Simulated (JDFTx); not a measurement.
# GaP (F-43m) in JDFTx: notebook

The runs below take GaP through equation of state, with LDA.

Program: JDFTx 1.7.0 (patched build). These are calculated values, not measurements. Logs are shortened: lines on timing, memory, paths and dates and some standing lists are left out, and cuts for length are marked. The log counts tension as positive stress, the text compression.

**Measured values to compare with.**

From “Phosphorous dimerization in GaP at high pressure”, 2017, arxiv:1709.06667, for a bulk crystal of GaP: bulk modulus 87.5 ± 0.6 GPa.

How close the calculation comes is told below.

## Step 1: The crystal as given

It takes space group F-43m (No. 216, cubic). The conventional cell has a = 5.451 Å, b = 5.451 Å, c = 5.451 Å, α = 90.00°, β = 90.00°, γ = 90.00°. Around Ga (site symmetry -43m) lie 4 P at 2.36 Å. P (site symmetry -43m) has 4 Ga at 2.36 Å as nearest neighbours.

## Step 2: Equation of state, LDA, 19.03 Å³/atom (volume scaled by 0.94)

GaP.in

```
lattice \
    0.0000000000     2.6696170428     2.6696170428 \
    2.6696170428     0.0000000000     2.6696170428 \
    2.6696170428     2.6696170428     0.0000000000
latt-scale 1.889726124626 1.889726124626 1.889726124626
coords-type Lattice
ion Ga     0.0000000000     0.0000000000     0.0000000000 1
ion P      0.7500000000     0.7500000000     0.7500000000 1

ion-species pseudo/Ga.upf
ion-species pseudo/P.upf
elec-cutoff 40 320
elec-ex-corr lda-PW
kpoint-folding 8 8 8
elec-smearing Fermi 0.0018374661
elec-n-bands 15
electronic-SCF nIterations 100 energyDiffThreshold 1e-09
electronic-minimize nIterations 30 energyDiffThreshold 1e-7
forces-output-coords Cartesian

dump-name run.$VAR
dump End Ecomponents EigStats BandEigs Kpoints Forces Stress
```

Potentials or basis: PseudoDojo-SR-LDA-0.4.1-standard.

Run with:

```console
$ jdftx -c 1 -i GaP.in -o GaP.out
```

Output:

```text
*************** JDFTx 1.7.0 (patched build) ***************

Input parsed successfully to the following command list (including defaults):
[... the input with its defaults ...]

---------- Setting up symmetries ----------

Found 48 point-group symmetries of the bravais lattice
Found 24 space-group symmetries with basis
Applied RMS atom displacement 0 bohrs to make symmetries exact.

---------- Initializing the Grid ----------
R =
[            0      5.04485      5.04485  ]
[      5.04485            0      5.04485  ]
[      5.04485      5.04485            0  ]
unit cell volume = 256.787
G =
[  -0.622733   0.622733   0.622733  ]
[   0.622733  -0.622733   0.622733  ]
[   0.622733   0.622733  -0.622733  ]
Minimum fftbox size, Smin = [  60  60  60  ]
Chosen fftbox size, S = [  60  60  60  ]

---------- Initializing tighter grid for wavefunction operations ----------
R =
[            0      5.04485      5.04485  ]
[      5.04485            0      5.04485  ]
[      5.04485      5.04485            0  ]
unit cell volume = 256.787
G =
[  -0.622733   0.622733   0.622733  ]
[   0.622733  -0.622733   0.622733  ]
[   0.622733   0.622733  -0.622733  ]
Minimum fftbox size, Smin = [  44  44  44  ]
Chosen fftbox size, S = [  48  48  48  ]

---------- Exchange Correlation functional ----------
Initalized Slater LDA exchange.
Initalized Perdew-Wang LDA correlation.

---------- Setting up pseudopotentials ----------
Width of ionic core gaussian charges (only for fluid interactions / plotting) set to 0

Reading pseudopotential file 'pseudo/Ga.upf':
  'Ga' pseudopotential, 'SLA  PW   NOGX NOGC' functional
  Generated using ONCVPSP code by D. R. Hamann
  13 valence electrons, 3 orbitals, 6 projectors, 1001 radial grid points, with lMax = 2
    3D    l: 2   occupation: 10.0   eigenvalue: -0.713198
    4S    l: 0   occupation:  2.0   eigenvalue: -0.337001
    4P    l: 1   occupation:  1.0   eigenvalue: -0.100440
  Core radius for overlap checks: 1.84 bohrs.

Reading pseudopotential file 'pseudo/P.upf':
  'P' pseudopotential, 'SLA  PW   NOGX NOGC' functional
  Generated using ONCVPSP code by D. R. Hamann
  5 valence electrons, 2 orbitals, 6 projectors, 1001 radial grid points, with lMax = 2
    3S    l: 0   occupation:  2.0   eigenvalue: -0.515099
    3P    l: 1   occupation:  3.0   eigenvalue: -0.205677
  Core radius for overlap checks: 1.66 bohrs.

Initialized 2 species with 2 total atoms.

Folded 1 k-points by 8x8x8 to 512 k-points.

---------- Setting up k-points, bands, fillings ----------
Adding inversion symmetry to k-mesh for non-inversion-symmetric unit cell.
Reduced to 29 k-points under symmetry.
Computing the number of bands and number of electrons
Calculating initial fillings.
nElectrons:  18.000000   nBands: 15   nStates: 29

----- Setting up reduced wavefunction bases (one per k-point) -----
average nbasis = 3101.639 , ideal nbasis = 3102.826

---------- Setting up ewald sum ----------
Optimum gaussian width for ewald sums = 2.291281 bohr.
Real space sum over 1331 unit cells with max indices [  5  5  5  ]
Reciprocal space sum over 2197 terms with max indices [  6  6  6  ]

---------- Allocating electronic variables ----------
Initializing wave functions:  linear combination of atomic orbitals
Note: number of bands (15) exceeds available atomic orbitals (13)
Ga pseudo-atom occupations:   s ( 2 )  p ( 1 )  d ( 10 )
P pseudo-atom occupations:   s ( 2 )  p ( 3 )
	FillingsUpdate:  mu: +0.356505828  nElectrons: 18.000000
LCAOMinimize: Iter:   0  F: -73.9523835013598045  |grad|_K:  2.169e-03  alpha:  1.000e+00
	FillingsUpdate:  mu: +0.346530193  nElectrons: 18.000000
LCAOMinimize: Iter:   1  F: -73.9601918086379442  |grad|_K:  4.148e-05  alpha:  4.948e-01  linmin: -2.464e-01  cgtest:  6.964e-01
LCAOMinimize: Encountered beta<0, resetting CG.
	FillingsUpdate:  mu: +0.346391840  nElectrons: 18.000000
LCAOMinimize: Iter:   2  F: -73.9601954557915349  |grad|_K:  1.243e-05  alpha:  6.493e-01  linmin: -5.383e-04  cgtest:  9.224e-03
	FillingsUpdate:  mu: +0.346458929  nElectrons: 18.000000
LCAOMinimize: Iter:   3  F: -73.9601958131172950  |grad|_K:  7.514e-07  alpha:  7.083e-01  linmin: -1.214e-03  cgtest: -4.659e-02
	FillingsUpdate:  mu: +0.346455405  nElectrons: 18.000000
LCAOMinimize: Iter:   4  F: -73.9601958147894152  |grad|_K:  8.023e-08  alpha:  9.074e-01  linmin: -2.485e-04  cgtest: -8.929e-03
LCAOMinimize: Converged (|Delta F|<1.000000e-06 for 2 iters).

-------- Electronic minimization -----------
Will mix electronic density at each iteration.
	FillingsUpdate:  mu: +0.346455405  nElectrons: 18.000000
	FillingsUpdate:  mu: +0.321512406  nElectrons: 18.000000
SCF: Cycle:  0   F: -74.009826663796829   dF: -4.963e-02   |Residual|: 5.720e-02   |deigs|: 1.676e-01
	FillingsUpdate:  mu: +0.322483198  nElectrons: 18.000000
SCF: Cycle:  1   F: -74.011144179698746   dF: -1.318e-03   |Residual|: 3.171e-02   |deigs|: 8.626e-03
	FillingsUpdate:  mu: +0.325468519  nElectrons: 18.000000
SCF: Cycle:  2   F: -74.011426154718009   dF: -2.820e-04   |Residual|: 4.566e-03   |deigs|: 5.211e-03
	FillingsUpdate:  mu: +0.325492703  nElectrons: 18.000000
SCF: Cycle:  3   F: -74.011430807232571   dF: -4.653e-06   |Residual|: 1.927e-03   |deigs|: 8.392e-04
	FillingsUpdate:  mu: +0.325850042  nElectrons: 18.000000
SCF: Cycle:  4   F: -74.011433067351263   dF: -2.260e-06   |Residual|: 6.206e-04   |deigs|: 7.015e-04
	FillingsUpdate:  mu: +0.325828656  nElectrons: 18.000000
SCF: Cycle:  5   F: -74.011433428832774   dF: -3.615e-07   |Residual|: 3.584e-04   |deigs|: 2.472e-04
	FillingsUpdate:  mu: +0.325853360  nElectrons: 18.000000
SCF: Cycle:  6   F: -74.011433558146791   dF: -1.293e-07   |Residual|: 1.583e-04   |deigs|: 3.294e-04
	FillingsUpdate:  mu: +0.325851406  nElectrons: 18.000000
SCF: Cycle:  7   F: -74.011433598218218   dF: -4.007e-08   |Residual|: 8.780e-05   |deigs|: 2.850e-04
	FillingsUpdate:  mu: +0.325851348  nElectrons: 18.000000
SCF: Cycle:  8   F: -74.011433616299485   dF: -1.808e-08   |Residual|: 1.061e-05   |deigs|: 1.794e-04
	FillingsUpdate:  mu: +0.325851255  nElectrons: 18.000000
SCF: Cycle:  9   F: -74.011433621017190   dF: -4.718e-09   |Residual|: 6.006e-06   |deigs|: 1.224e-04
	FillingsUpdate:  mu: +0.325851631  nElectrons: 18.000000
SCF: Cycle: 10   F: -74.011433623730966   dF: -2.714e-09   |Residual|: 6.139e-06   |deigs|: 1.891e-04
	FillingsUpdate:  mu: +0.325851816  nElectrons: 18.000000
SCF: Cycle: 11   F: -74.011433624386427   dF: -6.555e-10   |Residual|: 3.963e-06   |deigs|: 1.408e-04
	FillingsUpdate:  mu: +0.325851746  nElectrons: 18.000000
SCF: Cycle: 12   F: -74.011433624758467   dF: -3.720e-10   |Residual|: 1.610e-06   |deigs|: 5.519e-04
SCF: Converged (|Delta E|<1.000000e-09 for 2 iters).

Setting wave functions to eigenvectors of Hamiltonian

# Stress tensor in Cartesian coordinates [Eh/a0^3]:
[ -8.67634e-05            0            0  ]
[            0 -8.67634e-05            0  ]
[            0            0 -8.67634e-05  ]

# Ionic positions in lattice coordinates:
ion Ga   0.000000000000000   0.000000000000000   0.000000000000000 1
ion P   0.750000000000000   0.750000000000000   0.750000000000000 1

# Forces in Cartesian coordinates:
force Ga   0.000000000000000  -0.000000000000000  -0.000000000000000 1
force P  -0.000000000000000  -0.000000000000000   0.000000000000000 1

# Energy components:
   Eewald =      -49.2440751392624563
       EH =       25.5655049384236719
     Eloc =      -65.1841653782953898
      Enl =      -36.9156557958745282
      Exc =      -22.6679245131178142
 Exc_core =        9.3376025576855692
       KE =       65.0972797067101396
-------------------------------------
     Etot =      -74.0114336237308237
       TS =        0.0000000010276396
-------------------------------------
        F =      -74.0114336247584674

IonicMinimize: Iter:   0  F: -74.011433624758467  |grad|_K:  1.487e-35
IonicMinimize: Converged (|grad|_K<1.000000e-04).

#--- Lowdin population analysis ---
# oxidation-state Ga +0.067
# oxidation-state P -0.020

Dumping 'run.eigStats' ...
	eMin: -0.248127 at state 20 ( [ +0.000000 +0.500000 +0.500000 ] spin 0 )
	HOMO: +0.301235 at state 0 ( [ +0.000000 +0.000000 +0.000000 ] spin 0 )
	mu  : +0.325852
	LUMO: +0.351980 at state 20 ( [ +0.000000 +0.500000 +0.500000 ] spin 0 )
	eMax: +0.773821 at state 20 ( [ +0.000000 +0.500000 +0.500000 ] spin 0 )
	HOMO-LUMO gap: +0.050744
	Optical gap  : +0.077940 at state 0 ( [ +0.000000 +0.000000 +0.000000 ] spin 0 )
Done!
[note: mu as printed may lie anywhere between the filled and the empty levels]
```

Wall time 1.7 min (1 thread of Arm Neoverse V1, shared host); peak memory 0.12 GiB.

What came out:

- Free energy: -2013.9537 eV
- Pressure: 2.6 GPa
- Band gap on the k mesh: 1.38 eV, indirect (least direct gap 2.12 eV)

## Step 3: Equation of state, LDA, 19.43 Å³/atom (volume scaled by 0.96)

GaP.in, as its differences from that of step 2:

```diff
@@ -1,5 +1,5 @@
 lattice \
-    0.0000000000     2.6696170428     2.6696170428 \
-    2.6696170428     0.0000000000     2.6696170428 \
-    2.6696170428     2.6696170428     0.0000000000
+    0.0000000000     2.6884177822     2.6884177822 \
+    2.6884177822     0.0000000000     2.6884177822 \
+    2.6884177822     2.6884177822     0.0000000000
 latt-scale 1.889726124626 1.889726124626 1.889726124626
@@ -21,2 +21,2 @@
 dump-name run.$VAR
-dump End Ecomponents EigStats BandEigs Kpoints Forces Stress
+dump End Ecomponents EigStats BandEigs Kpoints Forces Stress ElecDensity Dtot KEdensity
```

Potentials or basis: PseudoDojo-SR-LDA-0.4.1-standard.

Run with:

```console
$ jdftx -c 1 -i GaP.in -o GaP.out
```

Run time: 1.8 min. Hardware: 1 thread of Arm Neoverse V1, shared host; peak memory 0.14 GiB.

It converged, with:

```yaml
Free_energy: -2013.9615 eV
Pressure: 0.5 GPa
Band_gap_on_the_k_mesh: 1.43 eV, indirect (least direct gap 1.94 eV)
```

## Step 4: Equation of state, LDA, 19.84 Å³/atom (volume scaled by 0.98)

GaP.in, as its differences from that of step 3:

```diff
@@ -1,5 +1,5 @@
 lattice \
-    0.0000000000     2.6884177822     2.6884177822 \
-    2.6884177822     0.0000000000     2.6884177822 \
-    2.6884177822     2.6884177822     0.0000000000
+    0.0000000000     2.7069591804     2.7069591804 \
+    2.7069591804     0.0000000000     2.7069591804 \
+    2.7069591804     2.7069591804     0.0000000000
 latt-scale 1.889726124626 1.889726124626 1.889726124626
```

Run with:

```console
$ jdftx -c 1 -i GaP.in -o GaP.out
```

Wall time 1.8 min (1 thread of Arm Neoverse V1, shared host); peak memory 0.13 GiB.

It converged, with:

```
Free energy            : -2013.9596 eV
Pressure               : -1.3 GPa
Band gap on the k mesh : 1.47 eV, indirect (least direct gap 1.77 eV)
```

## Step 5: Equation of state, LDA, 20.24 Å³/atom

GaP.in, as its differences from that of step 4:

```diff
@@ -1,5 +1,5 @@
 lattice \
-    0.0000000000     2.7069591804     2.7069591804 \
-    2.7069591804     0.0000000000     2.7069591804 \
-    2.7069591804     2.7069591804     0.0000000000
+    0.0000000000     2.7252500000     2.7252500000 \
+    2.7252500000     0.0000000000     2.7252500000 \
+    2.7252500000     2.7252500000     0.0000000000
 latt-scale 1.889726124626 1.889726124626 1.889726124626
```

Run with:

```console
$ jdftx -c 1 -i GaP.in -o GaP.out
```

Run time: 1.8 min. Hardware: 1 thread of Arm Neoverse V1, shared host; peak memory 0.14 GiB.

The run converged. Its results:

| Quantity | Value |
| --- | --- |
| Free energy | -2013.9489 eV |
| Pressure | -2.9 GPa |
| Band gap on the k mesh | 1.50 eV, indirect (least direct gap 1.60 eV) |

## Step 6: Equation of state, LDA, 20.65 Å³/atom (volume scaled by 1.02)

GaP.in, as its differences from that of step 5:

```diff
@@ -1,5 +1,5 @@
 lattice \
-    0.0000000000     2.7252500000     2.7252500000 \
-    2.7252500000     0.0000000000     2.7252500000 \
-    2.7252500000     2.7252500000     0.0000000000
+    0.0000000000     2.7432985392     2.7432985392 \
+    2.7432985392     0.0000000000     2.7432985392 \
+    2.7432985392     2.7432985392     0.0000000000
 latt-scale 1.889726124626 1.889726124626 1.889726124626
```

Potentials or basis: PseudoDojo-SR-LDA-0.4.1-standard.

Run with:

```console
$ jdftx -c 1 -i GaP.in -o GaP.out
```

Wall time 1.8 min (1 thread of Arm Neoverse V1, shared host); peak memory 0.14 GiB.

The run converged. Its results:

- Free energy: -2013.9305 eV
- Pressure: -4.4 GPa
- Band gap on the k mesh: 1.44 eV, direct

## Step 7: Equation of state, LDA, 21.05 Å³/atom (volume scaled by 1.04)

GaP.in, as its differences from that of step 6:

```diff
@@ -1,5 +1,5 @@
 lattice \
-    0.0000000000     2.7432985392     2.7432985392 \
-    2.7432985392     0.0000000000     2.7432985392 \
-    2.7432985392     2.7432985392     0.0000000000
+    0.0000000000     2.7611126653     2.7611126653 \
+    2.7611126653     0.0000000000     2.7611126653 \
+    2.7611126653     2.7611126653     0.0000000000
 latt-scale 1.889726124626 1.889726124626 1.889726124626
```

Run with:

```console
$ jdftx -c 1 -i GaP.in -o GaP.out
```

Run time: 1.8 min. Hardware: 1 thread of Arm Neoverse V1, shared host; peak memory 0.14 GiB.

It converged, with:

| Quantity | Value |
| --- | --- |
| Free energy | -2013.9051 eV |
| Pressure | -5.7 GPa |
| Band gap on the k mesh | 1.28 eV, direct |

## Step 8: Equation of state, LDA, 21.45 Å³/atom (volume scaled by 1.06)

GaP.in, as its differences from that of step 7:

```diff
@@ -1,5 +1,5 @@
 lattice \
-    0.0000000000     2.7611126653     2.7611126653 \
-    2.7611126653     0.0000000000     2.7611126653 \
-    2.7611126653     2.7611126653     0.0000000000
+    0.0000000000     2.7786998443     2.7786998443 \
+    2.7786998443     0.0000000000     2.7786998443 \
+    2.7786998443     2.7786998443     0.0000000000
 latt-scale 1.889726124626 1.889726124626 1.889726124626
```

Run with:

```console
$ jdftx -c 1 -i GaP.in -o GaP.out
```

Wall time 1.8 min (1 thread of Arm Neoverse V1, shared host); peak memory 0.14 GiB.

It converged, with:

| Property | Result |
| --- | --- |
| Free energy | -2013.8736 eV |
| Pressure | -6.8 GPa |
| Band gap on the k mesh | 1.13 eV, direct |

## Step 9: Equation of state, LDA

Potentials or basis: PseudoDojo-SR-LDA-0.4.1-standard.

This step only gathers the single runs of the series.

Results:

```
Equilibrium volume                      : 19.55 Å³/atom
Bulk modulus                            : 90 GPa
Pressure derivative of the bulk modulus : 4.5
```

Energy against volume, from the lowest point:
| volume (Å³/atom) | energy (meV/atom) |
| --- | --- |
| 19.026 | 3.90 |
| 19.431 | 0.00 |
| 19.836 | 0.97 |
| 20.240 | 6.30 |
| 20.645 | 15.51 |
| 21.050 | 28.19 |
| 21.455 | 43.95 |

## Step 10: The reference run

An earlier run on the cell as given: functional PBE; potentials or basis PseudoDojo-SR-PBE-0.5-standard; cutoff 1088 eV; density cutoff 4354 eV; k mesh 8 × 8 × 8; occupations fermi-dirac, width 0.05 eV; no spin polarisation.

* Pressure: 2.6 GPa
* Band gap on the k mesh: 1.64 eV, indirect (least direct gap 1.82 eV)
* Loewdin charges: Ga +0.12; P -0.07 e

## Step 11: Comparison with measurements

Step 9. Measured bulk modulus of GaP: 87.5 GPa (“Phosphorous dimerization in GaP at high pressure”, 2017, arxiv:1709.06667). This calculation gives 90 GPa (+3.0 %). The fit is for a static lattice scaled at fixed shape and fixed fractional positions.
